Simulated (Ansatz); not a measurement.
## Abstraction of H: CHF3 + GeH(CH3)(SeH) → CF3 + GeH2(CH3)(SeH)

Gas-phase species: CHF3 (trifluoromethane) `FC(F)F`, singlet; GeH(CH3)(SeH), doublet; CF3 (trifluoromethyl radical) `F[C](F)F`, doublet; GeH2(CH3)(SeH), singlet. A radical takes H: the energy is the difference in strength between the C–H bond broken and the Ge–H bond made.

Shapes, held fixed at every level: PBE0-D4/def2-TZVP. Flexible molecules stand in one conformer, not always the lowest. Programs: Ansatz 0.2.0. The zero-point and thermal change to 298 K, harmonic and unscaled (PBE0-D4/def2-TZVP), is -10.9 kJ/mol.

```json
{"level": "MP2/def2-SVP", "kind": "perturbation theory", "ΔH(298 K) (kJ/mol)": "+95.0", "less CCSD(T)/def2-TZVPP": "-1.3"}
{"level": "PBE-D4/def2-TZVPP", "kind": "GGA", "ΔH(298 K) (kJ/mol)": "+98.8", "less CCSD(T)/def2-TZVPP": "+2.5"}
{"level": "r2SCAN-D4/def2-TZVPP", "kind": "meta-GGA", "ΔH(298 K) (kJ/mol)": "+90.1", "less CCSD(T)/def2-TZVPP": "-6.2"}
{"level": "BHLYP-D4/def2-TZVPP", "kind": "global hybrid", "ΔH(298 K) (kJ/mol)": "+94.3", "less CCSD(T)/def2-TZVPP": "-2.0"}
{"level": "wB97M-V/def2-TZVPP", "kind": "range-separated hybrid", "ΔH(298 K) (kJ/mol)": "+103.6", "less CCSD(T)/def2-TZVPP": "+7.3"}
{"level": "CCSD/def2-SVP", "kind": "coupled cluster or CI", "ΔH(298 K) (kJ/mol)": "+93.0", "less CCSD(T)/def2-TZVPP": "-3.3"}
{"level": "CCSD/def2-TZVPP", "kind": "coupled cluster or CI", "ΔH(298 K) (kJ/mol)": "+94.8", "less CCSD(T)/def2-TZVPP": "-1.5"}
{"level": "CCSD(T)/def2-TZVPP", "kind": "coupled cluster or CI", "ΔH(298 K) (kJ/mol)": "+96.3", "less CCSD(T)/def2-TZVPP": "0.0"}
```

The highest level, CCSD(T)/def2-TZVPP, gives ΔH(298 K) = +96.3 kJ/mol; the levels span +90.1 to +103.6. The column of differences is taken from that level and isn't an error. No measured value is set beside it here. Open shells run unrestricted. Relativity is left out for Ge, Se. Outer-core shells of Ge, Se are correlated, in sets that cover them unevenly.
